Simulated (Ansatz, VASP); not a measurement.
## B: VASP beside Ansatz

File INCAR:

```
SYSTEM = B
ALGO = Normal
EDIFF = 1E-7
EDIFFG = -0.01
ENCUT = 600
GGA = PE
IBRION = 2
ISIF = 3
ISMEAR = 0
LASPH = .True.
LCHARG = .False.
LREAL = .False.
LWAVE = .False.
NELM = 100
NSW = 100
PREC = Accurate
SIGMA = 0.1
```

The input KPOINTS:

```
k-points
0
Gamma
  10 10 10
  0 0 0
```

The input POSCAR:

```
B
1.0
   -2.7038466036      2.7038466036      2.7038466036
    2.7038466036     -2.7038466036      2.7038466036
    2.7038466036      2.7038466036     -2.7038466036
B
8
Direct
    0.3264946198      0.0000000000      0.0000000000
    0.6735053802      0.6735053802      0.6735053802
    0.0000000000      0.3264946198      0.0000000000
    0.0000000000      0.0000000000      0.3264946198
    0.0000000000      0.6735053802      0.0000000000
    0.3264946198      0.3264946198      0.3264946198
    0.6735053802      0.0000000000      0.0000000000
    0.0000000000      0.0000000000      0.6735053802
```

Input for Ansatz:

```yaml
crystal:
  lattice:
    - [-2.7038466036, 2.7038466036, 2.7038466036]
    - [2.7038466036, -2.7038466036, 2.7038466036]
    - [2.7038466036, 2.7038466036, -2.7038466036]
  atoms:
    - { symbol: B, position: [0.3264946198, 0.0, 0.0] }
    - { symbol: B, position: [0.6735053802, 0.6735053802, 0.6735053802] }
    - { symbol: B, position: [0.0, 0.3264946198, 0.0] }
    - { symbol: B, position: [0.0, 0.0, 0.3264946198] }
    - { symbol: B, position: [0.0, 0.6735053802, 0.0] }
    - { symbol: B, position: [0.3264946198, 0.3264946198, 0.3264946198] }
    - { symbol: B, position: [0.6735053802, 0.0, 0.0] }
    - { symbol: B, position: [0.0, 0.0, 0.6735053802] }
basis:
  ecutwfc: 420
kpoints:
  mp_grid: { grid: [10, 10, 10] }
hamiltonian:
  xc: pbe
scf:
  occupations: { method: gaussian, width: 0.1 }
output:
  forces: true
  stress: true
  eigenvalues: true
  write_density: true
  write_potential: true
  elf: true
  volumetric_format: npy
relax:
  adjacent_minimum: "off"
  f_tol: 0.01
  max_steps: 80
  cell: { stress_tol: 0.05 }
```

Alike in both runs: task relaxation of cell and atoms; functional PBE; k mesh 10 × 10 × 10; occupations gaussian, width 0.1 eV; no spin polarisation.

```csv
,VASP,Ansatz
version,VASP 6.6.1,Ansatz 0.2.0
potentials or method,"VASP PAW PBE potentials, release 64 (B)","scalar-relativistic, plane waves, PAW"
plane-wave cutoff (eV),600,420
valence electrons in the cell,24,24
```

```csv
,VASP,Ansatz,Ansatz less VASP
"gap on the k mesh at the Fermi level, each at its own relaxed structure (eV)",none,none,-
relaxed volume (Å³/atom),9.88,9.89,+0.009
relaxed cell length with the largest relative difference (Å),4.683,4.685,+0.0014
```

A gap of «none» marks a metal or a gap that the smearing closes.

Caveats: the relaxation stopped at its first step, so nothing moved.
